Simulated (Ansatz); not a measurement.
**AlN: distorted cells**

Theory: DFT PBEsol, scalar-relativistic, plane waves, PAW in Ansatz 0.2.0.

Plane waves to 420 eV, a k mesh through Γ of 9×9×6 on the computed 4-atom cell and Gaussian smearing (0.02 eV); no spin polarisation.

Reference cell:

```
Al N
1.0
     3.31212    0.00000    0.00000
    -1.65606    2.86838    0.00000
     0.00000    0.00000    4.18756
Al N
2 2
Direct
  0.33333 0.66667 0.75000
  0.66667 0.33333 0.25000
  0.33333 0.66667 0.25000
  0.66667 0.33333 0.75000
```

Each variant moves atoms of this cell by the vectors given, if any (Å), and then applies a symmetric strain (tensor components, Cartesian axes). The reference cell isn't relaxed at this level. Energies are per atom at zero smearing, counted from the lowest variant. Pressure is positive in compression.

1. strain (xx yy zz yz xz xy, %) -2.88 -2.88 6.12 0.00 0.00 0.00
2. strain (xx yy zz yz xz xy, %) 3.32 3.32 1.82 0.00 0.00 0.00
3. strain (xx yy zz yz xz xy, %) -1.25 -2.53 -2.97 0.00 -0.09 0.00; moves: Al1 (0.119, 0.012, 0.043); Al2 (0.119, -0.012, 0.043); N3 (-0.119, -0.114, -0.043); N4 (-0.119, 0.114, -0.043)
4. no strain; moves: Al1 (-0.084, 0.060, 0.108)
5. strain (xx yy zz yz xz xy, %) 5.04 5.04 -0.96 0.00 0.00 0.00
6. strain (xx yy zz yz xz xy, %) -0.90 -0.90 2.10 0.00 0.00 0.00
7. strain (xx yy zz yz xz xy, %) 2.19 -1.79 0.17 0.00 0.00 0.00; moves: Al1 (0.000, -0.009, 0.000); Al2 (0.000, 0.009, 0.000); N3 (0.000, -0.041, 0.000); N4 (0.000, 0.041, 0.000)
8. strain (xx yy zz yz xz xy, %) 2.67 2.67 8.67 0.00 0.00 0.00

```
result  ΔE (meV/atom) P (GPa) largest force (eV/Å) gap on mesh (eV)
     A           26.6     1.44                  0.00              2.98
     B           27.3    -2.02                  1.71              3.17
     C            0.0    -2.88                  0.00              3.08
     D            1.9    -4.71                  0.32              3.13
     E           56.8   -17.93                  0.00              2.61
     F          125.3   -22.43                  0.00              2.00
     G          404.2    27.05                  7.28              3.53
     H           74.9   -18.74                  0.00              2.74
```

Question: Which variant gave which result?

Answer: A is 1, B is 4, C is 6, D is 7, E is 2, F is 8, G is 3, H is 5.

An odd mesh misses points on the zone edge, so a gap read on it can be too wide.

This form isn't the usual stable structure of the compound.